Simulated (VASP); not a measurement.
# Ge (Pm-3m) in VASP: single point with r2SCAN

Aim: the single point of Ge with r2SCAN.

Program: VASP 6.6.1. These are calculated values, not measurements. Logs are shortened: lines on timing, memory, paths and dates and some standing lists are left out, and cuts for length are marked.

**1. The crystal as given**

The structure is cubic, space group Pm-3m (No. 221). Conventional cell: a = 2.644 Å, b = 2.644 Å, c = 2.644 Å, α = 90.00°, β = 90.00°, γ = 90.00°. Ge (site symmetry m-3m) is surrounded by 6 Ge at 2.64 Å.

This isn't the form of Ge at room conditions, which is diamond.

**2. Single point, r2SCAN**

The input, POSCAR:

```
Ge
1.0
   -0.8812561986      1.7625123971      1.7625123971
    1.7625123971     -0.8812561986      1.7625123971
    1.7625123971      1.7625123971     -0.8812561986
Ge
1
Direct
    0.0000000000      0.0000000000      0.0000000000
```

The input, INCAR.step1:

```
SYSTEM = Ge
  PREC = Accurate
  ENCUT = 520
  ISMEAR = 0
  SIGMA = 0.15
  LREAL = .False.
  LASPH = .True.
  NELM = 100
  NBANDS = 13
  GGA = PE
  ALGO = Normal
  EDIFF = 1E-4
  LWAVE = .True.
  LCHARG = .False.
```

The input, INCAR.step2:

```
SYSTEM = Ge
  PREC = Accurate
  ENCUT = 520
  EDIFF = 1E-6
  ISMEAR = 0
  SIGMA = 0.15
  LREAL = .False.
  LASPH = .True.
  NELM = 100
  ALGO = Normal
  ISIF = 2
  LWAVE = .False.
  LCHARG = .False.
  METAGGA = R2SCAN
  LMIXTAU = .True.
  NBANDS = 13
  ISTART = 1
```

The input, KPOINTS:

```
Automatic mesh
0
Gamma
  22 22 22
  0 0 0
```

Potentials or basis: VASP PAW PBE potentials, release 64 (Ge_d).

Launch:

```sh
$ cat potpaw_PBE.64/Ge_d/POTCAR > POTCAR
$ cp INCAR.step1 INCAR
$ mpirun -np 1 vasp_std > vasp.out
$ cp INCAR.step2 INCAR
$ mpirun -np 1 vasp_std > vasp.out
```

OUTCAR:

```text
SYSTEM = Ge
   PREC = Accurate
   ENCUT = 520
   EDIFF = 1E-6
   ISMEAR = 0
   LREAL = .False.
   LASPH = .True.
   NELM = 100
   ISIF = 2
   METAGGA = R2SCAN
   ISTART = 1

 ion  position               nearest neighbor table
   1  0.000  0.000  0.000-

  LATTYP: Found a simple cubic cell.
 ALAT       =     2.6437685957

  Lattice vectors:

 A1 = (  -0.8812561986,   1.7625123971,   1.7625123971)
 A2 = (   1.7625123971,  -0.8812561986,   1.7625123971)
 A3 = (   1.7625123971,   1.7625123971,  -0.8812561986)

Analysis of symmetry for initial positions (statically):
=====================================================================
 Subroutine PRICEL returns:
 Original cell was already a primitive cell.

 Routine SETGRP: Setting up the symmetry group for a
 simple cubic supercell.

 Subroutine GETGRP returns: Found 48 space group operations
 (whereof 48 operations were pure point group operations)
 out of a pool of 48 trial point group operations.

The static configuration has the point symmetry O_h .

Analysis of symmetry for dynamics (positions and initial velocities):
=====================================================================
 Subroutine PRICEL returns:
 Original cell was already a primitive cell.

 Routine SETGRP: Setting up the symmetry group for a
 simple cubic supercell.

 Subroutine GETGRP returns: Found 48 space group operations
 (whereof 48 operations were pure point group operations)
 out of a pool of 48 trial point group operations.

The dynamic configuration has the point symmetry O_h .

 Subroutine INISYM returns: Found 48 space group operations
 (whereof 48 operations are pure point group operations),
 and found     1 'primitive' translations

----------------------------------------------------------------------------------------

                                     Primitive cell

  volume of cell :      18.4787

  direct lattice vectors                    reciprocal lattice vectors
    -0.881256199  1.762512397  1.762512397    -0.126082643  0.252165287  0.252165287
     1.762512397 -0.881256199  1.762512397     0.252165287 -0.126082643  0.252165287
     1.762512397  1.762512397 -0.881256199     0.252165287  0.252165287 -0.126082643

  length of vectors
     2.643768596  2.643768596  2.643768596     0.378247930  0.378247930  0.378247930

  position of ions in fractional coordinates (direct lattice)
     0.000000000  0.000000000  0.000000000

  ion indices of the primitive-cell ions
   primitive index   ion index
                 1           1

----------------------------------------------------------------------------------------

 KPOINTS: Automatic mesh

Automatic generation of k-mesh.
 Grid dimensions read from file:
 generate k-points for:   22   22   22

 Generating k-lattice:

  Cartesian coordinates                     Fractional coordinates (reciprocal lattice)
    -0.005731029  0.011462058  0.011462058     0.045454545 -0.000000000 -0.000000000
     0.011462058 -0.005731029  0.011462058    -0.000000000  0.045454545 -0.000000000
     0.011462058  0.011462058 -0.005731029    -0.000000000 -0.000000000  0.045454545

  Length of vectors
     0.017193088  0.017193088  0.017193088

  Shift w.r.t. Gamma in fractional coordinates (k-lattice)
     0.000000000  0.000000000  0.000000000

 Subroutine IBZKPT returns following result:
 ===========================================

 Found    364 irreducible k-points:

 Following reciprocal coordinates:
            Coordinates               Weight
  0.000000  0.000000  0.000000      1.000000
  0.045455 -0.000000 -0.000000      6.000000
  0.090909 -0.000000 -0.000000      6.000000
  0.136364  0.000000 -0.000000      6.000000
  0.181818  0.000000  0.000000      6.000000
  0.227273  0.000000  0.000000      6.000000
[... 16 lines left out ...]
  0.500000  0.045455  0.000000     12.000000
  0.090909  0.090909  0.000000     12.000000
 [... further k-points ...]
   k-points           NKPTS =    364   k-points in BZ     NKDIM =    364   number of bands    NBANDS=     13
   number of dos      NEDOS =    301   number of ions     NIONS =      1
   total plane-waves  NPLWV =   8000
   dimension x,y,z NGX =    20 NGY =   20 NGZ =   20
   dimension x,y,z NGXF=    40 NGYF=   40 NGZF=   40
   ions per type =               1
   NGX,Y,Z   is equivalent  to a cutoff of  12.58, 12.58, 12.58 a.u.
   NGXF,Y,Z  is equivalent  to a cutoff of  25.15, 25.15, 25.15 a.u.
 SYSTEM =  Ge
   PREC   = accura    normal or accurate (medium, high low for compatibility)
   ISTART =      1    job   : 0-new  1-cont  2-samecut
   ICHARG =      0    charge: 1-file 2-atom 10-const
   ISPIN  =      1    spin polarized calculation?
   LNONCOLLINEAR =      F non collinear calculations
   LSORBIT =      F    spin-orbit coupling
   LASPH  =      T    aspherical Exc in radial PAW
   ENCUT  =  520.0 eV  38.22 Ry    6.18 a.u.   4.92  4.92  4.92*2*pi/ulx,y,z
   NELM   =    100;   NELMIN=  2; NELMDL=  0     # of ELM steps
   EDIFF  = 0.1E-05   stopping-criterion for ELM
   LREAL  =      F    real-space projection
   EDIFFG = 0.1E-04   stopping-criterion for IOM
   NSW    =      0    number of steps for IOM
   IBRION =     -1    ionic relax: 0-MD 1-quasi-New 2-CG
   NFREE  =      0    steps in history (QN), initial steepest desc. (CG)
   ISIF   =      2    stress and relaxation
   ISYM   =      2    0-nonsym 1-usesym 2-fastsym
   POTIM  = 0.5000    time-step for ionic-motion
   TEBEG  =    0.0;   TEEND  =   0.0 temperature during run
   PSTRESS=    0.0 pullay stress
   NELECT =      14.0000    total number of electrons
   NUPDOWN=      -1.0000    fix difference up-down
   EMIN   =  10.00;   EMAX   =-10.00  energy-range for DOS
   EFERMI =   0.00;   METHOD = LEGACY
   ISMEAR =     0;   SIGMA  =   0.15  broadening in eV -4-tet -1-fermi 0-gaus
   EFERMI_NEDOS =   21; number of points for ismear=-14 and -15
   IALGO  =     38    algorithm
   IMIX   =      4    mixing-type and parameters
     AMIX     =   0.40;   BMIX     =  1.00
     AMIX_MAG =   1.60;   BMIX_MAG =  1.00
  volume/ion in A,a.u.               =      18.48       124.70
  Fermi-wavevector in a.u.,A,eV,Ry     =   1.492430  2.820284 30.304914  2.227348
  Thomas-Fermi vector in A             =   2.604959
   LORBIT       =      0    0 simple, 1 ext, 2 COOP (PROOUT), +10 PAW based schemes
   METAGGA = R2SCAN    functional components
   LHFCALC =     F    Hartree Fock is set to
   AEXX    =    0.0000 exact exchange contribution
   IVDW    =     0    specifies the selected vdW correction
   LEPSILON=     F    determine dielectric tensor
   LRPA    =     F    only Hartree local field effects (RPA)
 non-spin polarized calculation
 Gauss-broadening in eV      SIGMA  =   0.15
  energy-cutoff  :      520.00
  volume of cell :       18.48
 maximum number of plane-waves:       516
 NGX is ok and might be reduce to    20
   NGX =  9   NGY =  9   NGZ =  9

 number of electron      14.0000007 magnetization

 Free energy of the ion-electron system (eV)
  ---------------------------------------------------
  ext. energy  EPLUGINS =         0.00000000
  ---------------------------------------------------
  free energy    TOTEN  =       -13.51549220 eV

  energy without entropy =      -13.51146720  energy(sigma->0) =      -13.51347970

 E-fermi :   6.5695     XC(G=0): -12.3403

 val. band max:        6.5669429204   @ k =   0.2727   0.2727   0.1364
 cond. band min:       6.5731666714   @ k =   0.2727   0.2273   0.1364
 fundamental gap:      0.0062237509
 Fermi energy:         6.5695155973

 k-point     1 :       0.0000    0.0000    0.0000
  band No.  band energies     occupation
      1     -18.8818      2.00000
      2     -18.8818      2.00000
      3     -18.5587      2.00000
      4     -18.5587      2.00000
      5     -18.5587      2.00000
      6      -7.3905      2.00000
      7      13.9510      0.00000
      8      13.9510      0.00000
      9      13.9510      0.00000
     10      17.3564      0.00000
     11      17.3564      0.00000
     12      21.1079      0.00000
     13      37.4241      0.00000

 k-point     2 :       0.0455   -0.0000   -0.0000
  band No.  band energies     occupation
      1     -18.8814      2.00000
      2     -18.8768      2.00000
      3     -18.5604      2.00000
      4     -18.5604      2.00000
      5     -18.5586      2.00000
      6      -7.3454      2.00000
      7      13.1548      0.00000
      8      13.9957      0.00000
      9      13.9957      0.00000
     10      17.3957      0.00000
     11      18.0395      0.00000
     12      21.3344      0.00000
     13      36.2826      0.00000

 k-point     3 :       0.0909   -0.0000   -0.0000
  band No.  band energies     occupation
      1     -18.8803      2.00000
      2     -18.8623      2.00000
      3     -18.5654      2.00000
      4     -18.5654      2.00000
      5     -18.5581      2.00000
      6      -7.2099      2.00000
      7      11.6333      0.00000
      8      14.1287      0.00000
      9      14.1287      0.00000
     10      17.5134      0.00000
     11      19.0816      0.00000
     12      22.1517      0.00000
     13      34.5451      0.00000
[... 305 lines left out ...]
 k-point    23 :       0.5000    0.0455    0.0000
  band No.  band energies     occupation
      1     -18.8593      2.00000
      2     -18.6457      2.00000
      3     -18.6428      2.00000
      4     -18.6378      2.00000
      5     -18.5533      2.00000
      6      -3.0535      2.00000
      7       0.3023      2.00000
      8      16.6148      0.00000
      9      17.3438      0.00000
     10      21.3738      0.00000
     11      22.1450      0.00000
     12      24.1788      0.00000
     13      24.3338      0.00000

 k-point    24 :       0.0909    0.0909    0.0000
  band No.  band energies     occupation
      1     -18.8699      2.00000
      2     -18.8516      2.00000
      3     -18.5725      2.00000
      4     -18.5652      2.00000
      5     -18.5645      2.00000
      6      -7.0292      2.00000
      7      11.5056      0.00000
      8      12.1528      0.00000
      9      14.3065      0.00000
     10      18.4290      0.00000
     11      20.4619      0.00000
     12      22.7171      0.00000
     13      31.4998      0.00000

 [... further k-points ...]

------------------------ aborting loop because EDIFF is reached ----------------------------------------

  FORCE on cell =-STRESS in cart. coord.  units (eV):
  Direction    XX          YY          ZZ          XY          YZ          ZX
  --------------------------------------------------------------------------------------
  -------------------------------------------------------------------------------------
  Total        0.4011377      0.4011377      0.4011377     -0.0000000     -0.0000000     -0.0000000
  in kB       34.7803301     34.7803301     34.7803301     -0.0000000     -0.0000000     -0.0000000
  external PRESSURE =      34.7803301 kB  Pullay stress =       0.0000000 kB

 VOLUME and BASIS-vectors are now :
 -----------------------------------------------------------------------------
  energy-cutoff  :      520.00
  volume of cell :       18.48
      direct lattice vectors                 reciprocal lattice vectors
    -0.881256199  1.762512397  1.762512397    -0.126082643  0.252165287  0.252165287
     1.762512397 -0.881256199  1.762512397     0.252165287 -0.126082643  0.252165287
     1.762512397  1.762512397 -0.881256199     0.252165287  0.252165287 -0.126082643

 POSITION                                       TOTAL-FORCE (eV/Angst)
 -----------------------------------------------------------------------------------
      0.00000      0.00000      0.00000         0.000000     -0.000000     -0.000000
 -----------------------------------------------------------------------------------
    total drift:                               -0.000000     -0.000000     -0.000000

  FREE ENERGIE OF THE ION-ELECTRON SYSTEM (eV)
  ---------------------------------------------------
  free  energy   TOTEN  =       -13.5154922048 eV

  energy  without entropy=      -13.5114671962  energy(sigma->0) =      -13.51347970
```

It took 2.6 min on 1 thread of AMD EPYC 7R13 (Zen 3), shared host; peak memory 0.16 GiB.

What came out:

| Quantity | Value |
| --- | --- |
| Free energy | -13.5155 eV |
| Pressure | 3.5 GPa |
| Band gap on the k mesh | none (metal or under the smearing width) |

Caveat: the PAW data sets were made with another functional, which shifts forces and pressure a little.
